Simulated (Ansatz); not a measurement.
All numbers below come from DFT PBE, scalar-relativistic, plane waves, PAW in Ansatz. Settings: cutoff 420 eV, Γ-centred meshes spaced at most about 0.3 Å⁻¹ (2π included), Gaussian smearing. No spin polarisation.

Temperature and zero-point effects are left out.

Compare these two cells of MoS2, each relaxed at this level.

A.

```cif
data_structure
_symmetry_space_group_name_H-M 'P-6m2'
_symmetry_Int_Tables_number 187
_cell_length_a 3.1846
_cell_length_b 3.1846
_cell_length_c 17.3346
_cell_angle_alpha 90.000
_cell_angle_beta 90.000
_cell_angle_gamma 120.000
_cell_volume 152.25
loop_
_atom_site_label
_atom_site_type_symbol
_atom_site_symmetry_multiplicity
_atom_site_Wyckoff_symbol
_atom_site_fract_x
_atom_site_fract_y
_atom_site_fract_z
_atom_site_occupancy
Mo1 Mo 1 a 0.00000 0.00000 0.00000 1
S1 S 2 h 0.33333 0.66667 0.09015 1
```

B.

```cif
data_structure
_symmetry_space_group_name_H-M 'R3m:H'
_symmetry_Int_Tables_number 160
_cell_length_a 3.1852
_cell_length_b 3.1852
_cell_length_c 22.3148
_cell_angle_alpha 90.000
_cell_angle_beta 90.000
_cell_angle_gamma 120.000
_cell_volume 196.06
loop_
_atom_site_label
_atom_site_type_symbol
_atom_site_symmetry_multiplicity
_atom_site_Wyckoff_symbol
_atom_site_fract_x
_atom_site_fract_y
_atom_site_fract_z
_atom_site_occupancy
Mo1 Mo 3 a 0.00000 0.00000 0.00022 1
S1 S 3 a 0.33333 0.66667 0.26353 1
S2 S 3 a 0.66667 0.33333 0.07024 1
```

Question: Which form is favoured at zero pressure, and by what margin per atom?

Answer: They are level within the accuracy (1 meV/atom apart, with B the lower in these runs). A has space group P-6m2 (No. 187), 50.7 Å³/atom and a gap of 1.66 eV on its mesh; B has the 3R molybdenite type, space group R3m (No. 160), 21.8 Å³/atom and a gap of 1.45 eV. In A, around Mo lie 6 S at 2.41 Å; around S lie 3 Mo at 2.41 Å. In B, Mo has 6 S at 2.41 Å; S on its first site is surrounded by 3 Mo at 2.41 Å; around S on its second site lie 3 Mo at 2.41 Å. Origin: A, reached from a Materials Project cell; B, reached from a cell as deposited in COD, among other starts. The lowest form computed isn't among them: it has the 2H molybdenite type, space group P6_3/mmc (No. 194), 21.7 Å³/atom, is reached from a Materials Project cell and lies under 1 meV/atom below the best shown. Checks on A: no imaginary mode on a 3×3×1 q mesh.

Weakly bound directions are ill-defined at this level, which has no dispersion term (P-6m2, R3m), and this can change margins and order among such cells. Kohn–Sham gaps at this level usually fall short of measured ones. Some candidate types were left out of the draw beforehand, so a known form may be missing.
